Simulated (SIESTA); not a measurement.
# Tl: equation of state with PW91

The system is Tl.

```
Tl
1.0
     3.91199    0.00000    0.00000
     0.00000    3.91199    0.00000
     0.00000    0.00000    3.91199
Tl
2
Direct
  0.00000 0.00000 0.00000
  0.50000 0.50000 0.50000
```

This isn't the form of Tl at room conditions, which is hcp.

```json
{
  "Program": "SIESTA 5.4.2",
  "Task": "equation of state",
  "Functional": "PW91",
  "Potentials or basis": "SPMS 1.0 NC or PseudoDojo by element (PBE files)",
  "Basis": "TZP (energy shift 0.002 Ry; radii capped at 9.5 bohr)",
  "Grid cutoff": "500 Ry",
  "Energy shift": "0.002 Ry",
  "k mesh": "7 × 7 × 7",
  "Occupations": "fermi-dirac, width 0.05 eV",
  "Spin": "no spin polarisation"
}
```

```
Equilibrium volume                      : 31.58 Å³/atom
Bulk modulus                            : 24 GPa
Pressure derivative of the bulk modulus : 5.5 (rough: it moves with the points fitted)
```

Energy against volume, from the lowest point:
| volume (Å³/atom) | energy (meV/atom) |
| --- | --- |
| 28.138 | 35.60 |
| 28.737 | 23.25 |
| 29.335 | 13.75 |
| 29.934 | 7.04 |
| 30.533 | 2.75 |
| 31.131 | 0.42 |
| 31.730 | 0.00 |

Wall time 8.9 min on 1 thread of Arm Neoverse V1 (shared host), peak memory 0.36 GiB.

Caveat: semicore shells carry a single zeta, which can move pressures by several GPa and volumes by a few percent; the potentials were made for another functional, which shifts forces and pressure; the basis of atomic orbitals isn't converged, which shifts pressures, moduli and gaps. Spin-orbit coupling is left out, which matters for the levels of Tl.
